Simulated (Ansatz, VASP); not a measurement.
One calculation of TaN, two programs

INCAR

```
  PREC = Accurate
  ENCUT = 520
  EDIFF = 1E-7
  ISMEAR = 0
  SIGMA = 0.15
  LREAL = False
  LASPH = True
  NELM = 80
  ALGO = Normal
  ISIF = 2
  LWAVE = False
  LCHARG = False
  GGA = PS
  NBANDS = 24
```

Contents of KPOINTS:

```
regular mesh
0
Gamma
  15 15 8
```

The input POSCAR:

```
TaN
1.0
    2.8507545421      0.0000000000      0.0000000000
   -1.4253772710      2.4688258534      0.0000000000
    0.0000000000      0.0000000000      5.8600190937
Ta N
2 2
Direct
    0.0000000000      0.0000000000      0.0000000000
    0.0000000000      0.0000000000      0.5000000000
    0.3333333333      0.6666666667      0.2500000000
    0.6666666667      0.3333333333      0.7500000000
```

Input for Ansatz:

```yaml
crystal:
  lattice:
    - [2.8507545421, 0.0, 0.0]
    - [-1.425377271, 2.4688258534, 0.0]
    - [0.0, 0.0, 5.8600190937]
  atoms:
    - { symbol: Ta, position: [0.0, 0.0, 0.0] }
    - { symbol: Ta, position: [0.0, 0.0, 0.5] }
    - { symbol: "N", position: [0.3333333333, 0.6666666667, 0.25] }
    - { symbol: "N", position: [0.6666666667, 0.3333333333, 0.75] }
basis:
  ecutwfc: 520.0
kpoints:
  mp_grid: { grid: [15, 15, 8] }
hamiltonian:
  xc: pbesol
  pseudopotentials: { kind: paw, azcp: { folder: soft_1 } }
scf:
  occupations: { method: gaussian, width: 0.15 }
output:
  forces: true
  stress: true
  eigenvalues: true
```

Change from the starting cell: mode 4 frozen in at +0.000 Å, equal normal strain along x and y -0.0133.

Alike in both runs: task single point; functional PBEsol; k mesh 15 × 15 × 8; occupations gaussian, width 0.15 eV; no spin polarisation.

|  | VASP | Ansatz |
| --- | --- | --- |
| version | VASP 6.6.1 | Ansatz 0.2.0 |
| potentials or method | VASP PAW PBE potentials, release 64 (Ta_pv, N) | scalar-relativistic, plane waves, PAW |
| plane-wave cutoff (eV) | 520 | 520 |
| valence electrons in the cell | 32 | 36 |

VASP gave:

| Property | Result |
| --- | --- |
| gap on the k mesh at the Fermi level (eV) | none |
| pressure (GPa) | 10.8 |
| largest component of the traceless stress (GPa) | 5.14 |

Which values does Ansatz return?

gap on the k mesh at the Fermi level (eV): none; pressure (GPa): 9.6; largest component of the traceless stress (GPa): 5.28.

A gap of «none» marks a metal or a gap that the smearing closes. The functional is the same, so the differences come from potentials, cutoffs and numerics. The two sets of potentials don't hold the same shells in valence. Ansatz warned: «pseudo_functional_mismatch».

Caveats: the PAW data sets were made with another functional, which shifts forces and pressure a little (VASP). Spin-orbit coupling is left out, which matters for the levels of Ta.
